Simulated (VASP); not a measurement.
Input of a VASP 6.6.1 run:

File INCAR:

```
ALGO = Fast
EDIFF = 1E-6
ENCUT = 520
GGA = PS
ISIF = 2
ISMEAR = 0
LASPH = True
LCHARG = False
LREAL = False
LWAVE = False
NELM = 60
PREC = Accurate
SIGMA = 0.02
```

File KPOINTS:

```
k-points
0
Gamma
  8 8 8
```

Contents of POSCAR:

```
PbF2
1.0
    0.0000000000      2.9636600000      2.9636600000
    2.9636600000      0.0000000000      2.9636600000
    2.9636600000      2.9636600000      0.0000000000
Pb F
1 2
Direct
    0.0000000000      0.0000000000      0.0000000000
    0.7500000000      0.7500000000      0.7500000000
    0.2500000000      0.2500000000      0.2500000000
```

Contents of KPOINTS_OPT:

```
path GXWKGLUWLK,UX
10
line-mode
reciprocal
 0.0000000000  0.0000000000  0.0000000000  G
 0.5000000000  0.0000000000  0.5000000000  X

 0.5000000000  0.0000000000  0.5000000000  X
 0.5000000000  0.2500000000  0.7500000000  W

 0.5000000000  0.2500000000  0.7500000000  W
 0.3750000000  0.3750000000  0.7500000000  K

 0.3750000000  0.3750000000  0.7500000000  K
 0.0000000000  0.0000000000  0.0000000000  G

 0.0000000000  0.0000000000  0.0000000000  G
 0.5000000000  0.5000000000  0.5000000000  L

 0.5000000000  0.5000000000  0.5000000000  L
 0.6250000000  0.2500000000  0.6250000000  U

 0.6250000000  0.2500000000  0.6250000000  U
 0.5000000000  0.2500000000  0.7500000000  W

 0.5000000000  0.2500000000  0.7500000000  W
 0.5000000000  0.5000000000  0.5000000000  L

 0.5000000000  0.5000000000  0.5000000000  L
 0.3750000000  0.3750000000  0.7500000000  K

 0.6250000000  0.2500000000  0.6250000000  U
 0.5000000000  0.0000000000  0.5000000000  X
```

Potentials or basis: VASP PAW PBE potentials, release 64 (Pb_d, F).

The run is started by

```bash
$ cat potpaw_PBE.64/Pb_d/POTCAR potpaw_PBE.64/F/POTCAR > POTCAR
$ mpirun -np 1 vasp_std > vasp.out
```

Problem. What does it give for the band gap on the k mesh?

Solution. 4.30 eV, indirect (least direct gap 4.46 eV).

Problem. Estimate the band gap along the path.

Solution. 4.30 eV, indirect (least direct gap 4.46 eV).

Problem. Predict the pressure.

Solution. -1.3 GPa.

Levels at the corners of the path, in eV from the valence-band top:
```
point  band 11  band 12  band 13  band 14  band 15  band 16  band 17  band 18
    Γ    -2.48    -1.98    -1.98    -1.98     6.67     6.67     6.67    10.51
    X    -1.54    -1.54    -1.54    -0.15     4.30     7.82     7.82     8.82
    X    -1.54    -1.54    -1.54    -0.15     4.30     7.82     7.82     8.82
    W    -2.69    -1.61    -1.48     0.00     5.97     5.97     7.41    10.04
    W    -2.69    -1.61    -1.48     0.00     5.97     5.97     7.41    10.04
    K    -2.07    -1.70    -1.55    -0.03     5.22     6.59     7.81     9.71
    K    -2.07    -1.70    -1.55    -0.03     5.22     6.59     7.81     9.71
    Γ    -2.48    -1.98    -1.98    -1.98     6.67     6.67     6.67    10.51
    Γ    -2.48    -1.98    -1.98    -1.98     6.67     6.67     6.67    10.51
    L    -2.69    -2.14    -2.14    -0.02     4.94     7.58     7.58    13.08
    L    -2.69    -2.14    -2.14    -0.02     4.94     7.58     7.58    13.08
    U    -2.07    -1.70    -1.55    -0.03     5.22     6.59     7.81     9.71
    U    -2.07    -1.70    -1.55    -0.03     5.22     6.59     7.81     9.71
    W    -2.69    -1.61    -1.48     0.00     5.97     5.97     7.41    10.04
    W    -2.69    -1.61    -1.48     0.00     5.97     5.97     7.41    10.04
    L    -2.69    -2.14    -2.14    -0.02     4.94     7.58     7.58    13.08
    L    -2.69    -2.14    -2.14    -0.02     4.94     7.58     7.58    13.08
    K    -2.07    -1.70    -1.55    -0.03     5.22     6.59     7.81     9.71
    U    -2.07    -1.70    -1.55    -0.03     5.22     6.59     7.81     9.71
    X    -1.54    -1.54    -1.54    -0.15     4.30     7.82     7.82     8.82
```

Caveat: the PAW data sets were made with another functional, which shifts forces and pressure a little; spin-orbit coupling is left out, which as a rule narrows the gap of such compounds by several tenths of an eV.
